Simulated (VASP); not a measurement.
SiC (Moissanite 3C): relaxation of cell and atoms with PBE+D3(BJ)

The system is SiC (Moissanite 3C).

```xyz
2
Lattice="0.0000 2.1736 2.1736 2.1736 0.0000 2.1736 2.1736 2.1736 0.0000" Properties=species:S:1:pos:R:3 pbc="T T T"
Si    0.0000    0.0000    0.0000
C     1.0868    1.0868    1.0868
```

```yaml
Program: VASP 6.6.1
Task: relaxation of cell and atoms
Functional: PBE
Dispersion: D3(BJ)
Potentials_or_basis: VASP PAW PBE potentials, release 64 (Si, C)
Cutoff: 600 eV
k_mesh: 10 × 10 × 10
Occupations: gaussian, width 0.03 eV
Spin: no spin polarisation
Further_INCAR_settings: ALGO = Normal; EDIFF = 1e-07; IBRION = 2; EDIFFG = -0.005; NSW = 90; ISIF = 3
```

```yaml
Pressure_after_relaxing: 0.0 GPa
Band_gap_on_the_k_mesh: 1.35 eV, indirect (least direct gap 4.55 eV)
Dispersion_energy_per_atom: -0.303 eV
```

Final structure:
```
Si C
1.0
     0.00000    2.17365    2.17365
     2.17365    0.00000    2.17365
     2.17365    2.17365    0.00000
Si C
1 1
Direct
  0.00000 0.00000 0.00000
  0.25000 0.25000 0.25000
```

Levels at points of the mesh, in eV from the valence-band top:
```tsv
k point	band 1	band 2	band 3	band 4	band 5	band 6	band 7	band 8
(0.00, 0.00, 0.00)	-15.46	0.00	0.00	0.00	6.32	7.36	7.36	7.36
(0.50, 0.00, 0.00)	-11.87	-8.57	-1.05	-1.05	5.50	7.26	7.26	10.10
(0.50, 0.50, 0.00)	-10.41	-7.82	-3.20	-3.20	1.35	4.35	14.12	14.12
```

Wall time 8.8 s on 1 thread of AMD EPYC 9R45 (Zen 5), with other jobs on the host, peak memory 0.13 GiB.

Caveat: the relaxation stopped at its first step, so nothing moved. Expect the measured gap to be larger: semilocal functionals such as PBE lack the derivative discontinuity.
